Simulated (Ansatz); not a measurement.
Geometry optimisation, DFT PBEsol, scalar-relativistic, plane waves, PAW in Ansatz 0.2.0.

Input file:

```yaml
crystal:
  lattice:
    - [-4.152, -4.152, 0.0]
    - [4.152, -4.152, 0.0]
    - [0.0, 0.0, 5.318]
  atoms:
    - { symbol: Si, position: [0.5, 0.5, 0.0] }
    - { symbol: Si, position: [0.0, 0.5, 0.25] }
    - { symbol: O, position: [0.1937, 0.5, 0.0] }
    - { symbol: O, position: [0.0, 0.1937, 0.25] }
    - { symbol: O, position: [0.8063, 0.5, 0.0] }
    - { symbol: O, position: [0.0, 0.8063, 0.25] }
    - { symbol: Si, position: [0.5, 0.5, 0.5] }
    - { symbol: Si, position: [0.0, 0.5, 0.75] }
    - { symbol: O, position: [0.1937, 0.5, 0.5] }
    - { symbol: O, position: [0.0, 0.1937, 0.75] }
    - { symbol: O, position: [0.8063, 0.5, 0.5] }
    - { symbol: O, position: [0.0, 0.8063, 0.75] }
    - { symbol: Si, position: [0.0, 0.0, 0.0] }
    - { symbol: Si, position: [0.5, 0.0, 0.25] }
    - { symbol: O, position: [0.6937, 0.0, 0.0] }
    - { symbol: O, position: [0.5, 0.6937, 0.25] }
    - { symbol: O, position: [0.3063, 0.0, 0.0] }
    - { symbol: O, position: [0.5, 0.3063, 0.25] }
    - { symbol: Si, position: [0.0, 0.0, 0.5] }
    - { symbol: Si, position: [0.5, 0.0, 0.75] }
    - { symbol: O, position: [0.6937, 0.0, 0.5] }
    - { symbol: O, position: [0.5, 0.6937, 0.75] }
    - { symbol: O, position: [0.3063, 0.0, 0.5] }
    - { symbol: O, position: [0.5, 0.3063, 0.75] }
    - { symbol: O, position: [0.24822, 0.7485636, 0.3728613], spin: 1.0 }
magnetization:
  spin_polarized: true
basis:
  ecutwfc: 420.0
kpoints:
  mp_grid: { grid: [2, 2, 3] }
hamiltonian:
  xc: pbesol
  pseudopotentials: { kind: paw, azcp: { folder: soft_1 } }
scf:
  occupations: { method: gaussian, width: 0.02 }
  lower_state_search: "off"
relax:
  f_tol: 0.03
  max_steps: 60
  adjacent_minimum: "off"
```

Launched with:

```bash
$ ansatz run input.yaml --threads 2 --pin off --max-ram 5120MiB --backend cpu --events-out ev --progress --plain --runs-dir out
```

Where does it end, and by what steps?

It converged. Limits of this set-up: coarse k mesh, PAW files made for another functional, a small cell, in which the defect meets its images. After 15 steps the energy has fallen by 8.350 eV; O25 moved furthest, 0.85 Å. The start is strongly strained (largest force component 8 eV/Å).

```tsv
step	energy less start (eV)	largest force component (eV/Å)	accepted
0	0.0000	8.351	yes
1	-4.5072	2.859	yes
2	-5.3258	1.282	yes
3	-5.7668	1.203	yes
4	-6.3344	4.380	yes
5	-6.9730	4.188	yes
6	-7.4146	1.119	yes
7	-7.4548	2.042	yes
8	-7.6571	0.463	yes
9	-7.7869	1.073	yes
10	-7.8791	1.214	yes
11	-8.1678	1.064	yes
12	-8.2622	0.747	yes
13	-8.3442	0.198	yes
14	-8.3495	0.043	yes
15	-8.3498	0.009	yes
```

```xyz
25
Lattice="-4.1520 -4.1520 0.0000 4.1520 -4.1520 0.0000 0.0000 0.0000 5.3180" Properties=species:S:1:pos:R:3
Si 0.037 -4.175 -0.001
Si 2.209 -2.084 1.204
O 1.304 -2.925 -0.034
O 0.889 -0.890 1.304
O -1.215 -5.458 -0.071
O 3.565 -3.329 1.235
Si -0.124 -4.255 2.684
Si 2.082 -2.125 3.988
O 0.807 -2.780 2.973
O 0.875 -0.786 3.986
O -1.305 -5.486 2.645
O 3.382 -3.367 3.963
Si 0.086 -0.029 -0.039
Si -2.061 -2.094 1.312
O -2.842 -2.889 -0.023
O 0.724 -5.081 1.319
O -1.236 -1.271 -0.009
O -0.810 -3.403 1.317
Si 0.061 -0.028 2.624
Si -2.049 -2.096 3.979
O -2.836 -2.915 2.648
O 0.818 -4.993 3.959
O -1.211 -1.310 2.637
O -0.920 -3.456 4.047
O 1.849 -3.345 2.197
```

Whether the end is a true minimum wasn't checked by a vibrational analysis.

The run took 3.7 min on 2 threads of Arm Neoverse V1, with other jobs on the host, peak memory 0.54 GiB.
